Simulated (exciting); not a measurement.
# InP (F-43m) in exciting: notebook

Aim: see how the results for InP move with the level of theory and the settings. Levels: PBE, LDA. Tasks: band structure.

Program: exciting (release sodium). These are calculated values, not measurements. Logs are shortened: lines on timing, memory, paths and dates and some standing lists are left out, and cuts for length are marked.

**Measured values to compare with.**

From a printed reference work, data compilation, for a bulk crystal of InP at 1.6 K: band gap 1.4236 eV (direct).

The runs below are set against these values where they give the same quantity.

**1. The crystal as given**

The structure is cubic, space group F-43m (No. 216). Conventional cell: a = 5.861 Å, b = 5.861 Å, c = 5.861 Å, α = 90.00°, β = 90.00°, γ = 90.00°. Around In (site symmetry -43m) lie 4 P at 2.54 Å. P (site symmetry -43m) has 4 In at 2.54 Å as nearest neighbours.

**2. Band structure, PBE, spin-orbit coupling, no magnetisation**

input.xml

```xml
<input>
  <title>InP</title>
  <structure speciespath="./" tshift="false">
    <crystal scale="1">
      <basevect>0.000000000000 5.537842408216 5.537842408216</basevect>
      <basevect>5.537842408216 0.000000000000 5.537842408216</basevect>
      <basevect>5.537842408216 5.537842408216 0.000000000000</basevect>
    </crystal>
    <species speciesfile="In.xml" rmt="2.3">
      <atom coord="0.000000000000 0.000000000000 0.000000000000"/>
    </species>
    <species speciesfile="P.xml" rmt="2">
      <atom coord="0.750000000000 0.750000000000 0.750000000000"/>
    </species>
  </structure>
  <groundstate do="fromscratch" ngridk="6 6 6" rgkmax="7.8" gmaxvr="14" lmaxapw="10" lmaxmat="10" lmaxvr="8" xctype="GGA_PBE" stype="Fermi Dirac" swidth="0.00183747" nempty="20" ValenceRelativity="iora*" epsengy="1e-05" epspot="1e-05" maxscl="60" outputlevel="normal">
    <spin spinorb="true"/>
  </groundstate>
  <properties>
    <bandstructure>
      <plot1d>
        <path steps="80">
          <point coord="0 0 0" label="G"/>
          <point coord="0.5 0 0.5" label="X"/>
          <point coord="0.5 0.25 0.75" label="W"/>
          <point coord="0.375 0.375 0.75" label="K"/>
          <point coord="0 0 0" label="G"/>
          <point coord="0.5 0.5 0.5" label="L"/>
          <point coord="0.625 0.25 0.625" label="U"/>
          <point coord="0.5 0.25 0.75" label="W"/>
          <point coord="0.5 0.5 0.5" label="L"/>
          <point coord="0.375 0.375 0.75" label="K" breakafter="true"/>
          <point coord="0.625 0.25 0.625" label="U"/>
          <point coord="0.5 0 0.5" label="X"/>
        </path>
      </plot1d>
    </bandstructure>
    <chargedensityplot>
      <plot3d>
        <box grid="21 21 21">
          <origin coord="0 0 0"/>
          <point coord="1 0 0"/>
          <point coord="0 1 0"/>
          <point coord="0 0 1"/>
        </box>
      </plot3d>
    </chargedensityplot>
    <elfplot>
      <plot3d>
        <box grid="21 21 21">
          <origin coord="0 0 0"/>
          <point coord="1 0 0"/>
          <point coord="0 1 0"/>
          <point coord="0 0 1"/>
        </box>
      </plot3d>
    </elfplot>
    <exccplot>
      <plot3d>
        <box grid="21 21 21">
          <origin coord="0 0 0"/>
          <point coord="1 0 0"/>
          <point coord="0 1 0"/>
          <point coord="0 0 1"/>
        </box>
      </plot3d>
    </exccplot>
  </properties>
</input>
```

Potentials or basis: all-electron LAPW+lo, shipped species files, valence relativity iora*.

On the command line:

```
$ OMP_NUM_THREADS=1 exciting_smp
```

INFO.OUT:

```text
================================================================================
EXCITING SODIUM started
[... 10 lines left out ...]

 Lattice vectors (cartesian) :
      0.0000000000      5.5378424082      5.5378424082
      5.5378424082      0.0000000000      5.5378424082
      5.5378424082      5.5378424082      0.0000000000

 Reciprocal lattice vectors (cartesian) :
     -0.5672954234      0.5672954234      0.5672954234
      0.5672954234     -0.5672954234      0.5672954234
      0.5672954234      0.5672954234     -0.5672954234

 Unit cell volume                           :     339.6657630548
 Brillouin zone volume                      :       0.7302773503

 Species :    1 (In)
     parameters loaded from                 :    In.xml
     name                                   :    indium
     nuclear charge                         :     -49.00000000
     electronic charge                      :      49.00000000
     atomic mass                            :  209300.41010000
     muffin-tin radius                      :       2.30000000
     # of radial points in muffin-tin       :     400

     atomic positions (lattice) :
       1 :   0.00000000  0.00000000  0.00000000

 Species :    2 (P)
     parameters loaded from                 :    P.xml
     name                                   :    phosphorus
     nuclear charge                         :     -15.00000000
     electronic charge                      :      15.00000000
     atomic mass                            :   56461.71408000
     muffin-tin radius                      :       2.00000000
     # of radial points in muffin-tin       :     300

     atomic positions (lattice) :
       1 :   0.75000000  0.75000000  0.75000000

 Total number of atoms per unit cell        :       2

 Spin treatment                             :    spin-polarised
 Spin-orbit coupling is included
 Global magnetic field (cartesian) :        0.00000000   0.00000000   0.00000000
 non-collinear magnetisation

 Number of Bravais lattice symmetries       :      48
 Number of crystal symmetries               :      24

 k-point grid                               :       6    6    6
 Total number of k-points                   :      22
 k-point set is reduced with crystal symmetries

 R^MT_min * |G+k|_max (rgkmax)              :       7.80000000
 Species with R^MT_min                      :       2 (P)
 Maximum |G+k| for APW functions            :       3.90000000
 Maximum |G| for potential and density      :      14.00000000

 G-vector grid sizes                        :      36    36    36
 Total number of G-vectors                  :   15665

 Maximum angular momentum used for
     APW functions                          :      10
     computing H and O matrix elements      :      10
     potential and density                  :       8
     inner part of muffin-tin               :       2

 Total nuclear charge                       :     -64.00000000
 Total electronic charge                    :      64.00000000
 Total core charge                          :      40.00000000
 Total valence charge                       :      24.00000000

 Number of empty states                     :      20
 Total number of valence states             :      66

 Maximum Hamiltonian size                   :     368
 Maximum number of plane-waves              :     347
 Total number of local-orbitals             :      21

 Exchange-correlation type                  :      20
     Perdew-Burke-Ernzerhof, Phys. Rev. Lett. 77, 3865 (1996)
     Generalised gradient approximation (GGA)

 Smearing scheme                            :    Fermi-Dirac
 Smearing width                             :       0.00183747

 Using multisecant Broyden potential mixing
[... 16 lines left out ...]
+ SCF iteration number :    1                                                  +
++++++++++++++++++++++++++++++++++++++++++++++++++++++++++++++++++++++++++++++++
 Total energy                               :     -6222.64513438
 _______________________________________________________________
 Fermi energy                               :         0.16690615
 Kinetic energy                             :      6526.66000078
 Coulomb energy                             :    -12566.02913584
 Exchange energy                            :      -180.05455841
 Correlation energy                         :        -3.22144091
 No external B-field energy in total energy

 DOS at Fermi energy (states/Ha/cell)       :         0.00016574

 Electron charges :
     core                                   :        40.00000000
     core leakage                           :         0.00169919
     valence                                :        24.00000000
     interstitial                           :         4.41298282
     charge in muffin-tin spheres :
                  atom     1    In          :        46.56465722
                  atom     2     P          :        13.02235996
     total charge in muffin-tins            :        59.58701718
     total charge                           :        64.00000000

 Moments :
     interstitial                 :     0.00000000    -0.00000000     0.00000000
     moment in muffin-tin spheres :
         atom     1    In         :    -0.00000000    -0.00000000     0.00000000
         atom     2     P         :    -0.00000000    -0.00000000    -0.00000000
     total moment in muffin-tins  :    -0.00000000    -0.00000000     0.00000000
     total moment                 :     0.00000000    -0.00000000     0.00000000

++++++++++++++++++++++++++++++++++++++++++++++++++++++++++++++++++++++++++++++++
+ SCF iteration number :    2                                                  +
++++++++++++++++++++++++++++++++++++++++++++++++++++++++++++++++++++++++++++++++
 Total energy                               :     -6225.05388320
 _______________________________________________________________
 Fermi energy                               :         0.17669601
 Kinetic energy                             :      6524.90466067
 Coulomb energy                             :    -12566.66945266
 Exchange energy                            :      -180.06541702
 Correlation energy                         :        -3.22367418
 No external B-field energy in total energy
[... 433 lines left out ...]
++++++++++++++++++++++++++++++++++++++++++++++++++++++++++++++++++++++++++++++++
+ SCF iteration number :   14                                                  +
++++++++++++++++++++++++++++++++++++++++++++++++++++++++++++++++++++++++++++++++
 Total energy                               :     -6225.38003853
 _______________________________________________________________
 Fermi energy                               :         0.18410035
 Kinetic energy                             :      6524.13385909
 Coulomb energy                             :    -12566.25021864
 Exchange energy                            :      -180.03855262
 Correlation energy                         :        -3.22512635
 No external B-field energy in total energy

 DOS at Fermi energy (states/Ha/cell)       :         0.01775979

 Electron charges :
     core                                   :        40.00000000
     core leakage                           :         0.00170308
     valence                                :        24.00000000
     interstitial                           :         4.52418398
     charge in muffin-tin spheres :
                  atom     1    In          :        46.71107331
                  atom     2     P          :        12.76474272
     total charge in muffin-tins            :        59.47581602
     total charge                           :        64.00000000

 Moments :
     interstitial                 :    -0.00000000     0.00000000     0.00000000
     moment in muffin-tin spheres :
         atom     1    In         :    -0.00000000     0.00000000    -0.00000000
         atom     2     P         :     0.00000000     0.00000000     0.00000000
     total moment in muffin-tins  :     0.00000000     0.00000000     0.00000000
     total moment                 :    -0.00000000     0.00000000     0.00000000

 RMS change in effective potential (target) :  0.487053E-09  ( 0.100000E-04)
 Absolute change in total energy   (target) :  0.476549E-06  ( 0.100000E-04)
 Charge distance                   (target) :  0.332726E-09  ( 0.100000E-04)

++++++++++++++++++++++++++++++++++++++++++++++++++++++++++++++++++++++++++++++++
| Convergency criteria checked for the last 2 iterations                       +
| Convergence targets achieved. Performing final SCF iteration                 +
++++++++++++++++++++++++++++++++++++++++++++++++++++++++++++++++++++++++++++++++
 Total energy                               :     -6225.38003871
 _______________________________________________________________
 Fermi energy                               :         0.18410035
 Kinetic energy                             :      6524.13385904
 Coulomb energy                             :    -12566.25021876
 Exchange energy                            :      -180.03855263
 Correlation energy                         :        -3.22512635
 No external B-field energy in total energy

 DOS at Fermi energy (states/Ha/cell)       :         0.01775979

 Electron charges :
     core                                   :        40.00000000
     core leakage                           :         0.00170308
     valence                                :        24.00000000
     interstitial                           :         4.52418398
     charge in muffin-tin spheres :
                  atom     1    In          :        46.71107330
                  atom     2     P          :        12.76474272
     total charge in muffin-tins            :        59.47581602
     total charge                           :        64.00000000

 Moments :
     interstitial                 :     0.00000000    -0.00000000    -0.00000000
     moment in muffin-tin spheres :
         atom     1    In         :     0.00000000     0.00000000    -0.00000000
         atom     2     P         :    -0.00000000     0.00000000    -0.00000000
     total moment in muffin-tins  :     0.00000000     0.00000000    -0.00000000
     total moment                 :     0.00000000    -0.00000000    -0.00000000

++++++++++++++++++++++++++++++++++++++++++++++++++++++++++++++++++++++++++++++++
[... 7 lines left out ...]

--------------------------------------------------------------------------------
- CAUTION! Warnings have been written in file WARNING.OUT !                    -
--------------------------------------------------------------------------------
================================================================================
| EXCITING SODIUM stopped                                                      =
================================================================================
```

It took 3.3 min on 1 thread of Arm Neoverse V1, shared host; peak memory 0.19 GiB.

What came out:

```
Band gap on the k mesh                            : 0.67 eV, direct
Band gap along the path                           : 0.67 eV, direct
All electrons inside the program's atomic spheres : In 46.71; P 12.76 (radii In 2.3, P 2.0 bohr)
```

Levels at the corners of the path, in eV from the valence-band top:
| point | band 20 | band 21 | band 22 | band 23 | band 24 | band 25 | band 26 | band 27 | band 28 | band 29 |
| --- | --- | --- | --- | --- | --- | --- | --- | --- | --- | --- |
| Γ | -0.09 | 0.00 | 0.00 | 0.00 | 0.00 | 0.67 | 0.67 | 3.77 | 3.77 | 4.20 |
| X | -5.79 | -2.40 | -2.40 | -2.31 | -2.31 | 1.74 | 1.74 | 2.24 | 2.24 | 9.18 |
| W | -5.63 | -3.05 | -2.98 | -2.93 | -2.88 | 4.26 | 4.27 | 4.33 | 4.36 | 5.42 |
| K | -5.64 | -3.37 | -3.29 | -1.97 | -1.96 | 2.33 | 2.34 | 4.35 | 4.37 | 7.41 |
| Γ | -0.09 | 0.00 | 0.00 | 0.00 | 0.00 | 0.67 | 0.67 | 3.77 | 3.77 | 4.20 |
| L | -5.76 | -1.06 | -1.06 | -0.95 | -0.95 | 1.47 | 1.47 | 4.70 | 4.70 | 4.85 |
| U | -5.64 | -3.37 | -3.29 | -1.97 | -1.96 | 2.33 | 2.34 | 4.35 | 4.37 | 7.41 |
| W | -5.63 | -3.05 | -2.98 | -2.93 | -2.88 | 4.26 | 4.27 | 4.33 | 4.36 | 5.42 |
| L | -5.76 | -1.06 | -1.06 | -0.95 | -0.95 | 1.47 | 1.47 | 4.70 | 4.70 | 4.85 |
| K | -5.64 | -3.37 | -3.29 | -1.97 | -1.96 | 2.33 | 2.34 | 4.35 | 4.37 | 7.41 |
| U | -5.64 | -3.37 | -3.29 | -1.97 | -1.96 | 2.33 | 2.34 | 4.35 | 4.37 | 7.41 |
| X | -5.79 | -2.40 | -2.40 | -2.31 | -2.31 | 1.74 | 1.74 | 2.24 | 2.24 | 9.18 |

Caveat: total energies with spin-orbit coupling aren't reliable in this program, so none is listed and the log's shouldn't be used.

**3. Band structure, LDA**

input.xml: that of step 2 with these lines changed.

```diff
@@ -15,5 +15,3 @@
   </structure>
-  <groundstate do="fromscratch" ngridk="6 6 6" rgkmax="7.8" gmaxvr="14" lmaxapw="10" lmaxmat="10" lmaxvr="8" xctype="GGA_PBE" stype="Fermi Dirac" swidth="0.00183747" nempty="20" ValenceRelativity="iora*" epsengy="1e-05" epspot="1e-05" maxscl="60" outputlevel="normal">
-    <spin spinorb="true"/>
-  </groundstate>
+  <groundstate do="fromscratch" ngridk="8 8 8" rgkmax="7.8" gmaxvr="14" lmaxapw="10" lmaxmat="10" lmaxvr="8" xctype="LDA_PW" stype="Fermi Dirac" swidth="0.00183747" nempty="10" ValenceRelativity="iora*" epsengy="1e-05" epspot="1e-05" maxscl="60" outputlevel="normal"/>
   <properties>
```

Potentials or basis: all-electron LAPW+lo, shipped species files, valence relativity iora*.

On the command line:

```
$ OMP_NUM_THREADS=1 exciting_smp
```

It took 2.4 min on 1 thread of Arm Neoverse V1, shared host; peak memory 0.14 GiB.

It converged, with:

```
Free energy                                       : -169230.8262 eV
Band gap on the k mesh                            : 0.48 eV, direct
Band gap along the path                           : 0.48 eV, direct
All electrons inside the program's atomic spheres : In 46.73; P 12.75 (radii In 2.3, P 2.0 bohr)
```

Levels at the corners of the path, in eV from the valence-band top:
| point | band 10 | band 11 | band 12 | band 13 | band 14 | band 15 |
| --- | --- | --- | --- | --- | --- | --- |
| Γ | 0.00 | 0.00 | 0.00 | 0.48 | 3.96 | 3.96 |
| X | -5.87 | -2.36 | -2.36 | 1.60 | 2.12 | 8.98 |
| W | -5.73 | -3.00 | -2.97 | 4.18 | 4.26 | 5.40 |
| K | -5.73 | -3.37 | -1.97 | 2.21 | 4.27 | 7.37 |
| Γ | 0.00 | 0.00 | 0.00 | 0.48 | 3.96 | 3.96 |
| L | -5.84 | -0.99 | -0.99 | 1.31 | 4.70 | 4.70 |
| U | -5.73 | -3.37 | -1.97 | 2.21 | 4.27 | 7.37 |
| W | -5.73 | -3.00 | -2.97 | 4.18 | 4.26 | 5.40 |
| L | -5.84 | -0.99 | -0.99 | 1.31 | 4.70 | 4.70 |
| K | -5.73 | -3.37 | -1.97 | 2.21 | 4.27 | 7.37 |
| U | -5.73 | -3.37 | -1.97 | 2.21 | 4.27 | 7.37 |
| X | -5.87 | -2.36 | -2.36 | 1.60 | 2.12 | 8.98 |

Caveat: spin-orbit coupling is left out, which moves the levels of the heavy elements.

(Part 1 of 2 ends here.)
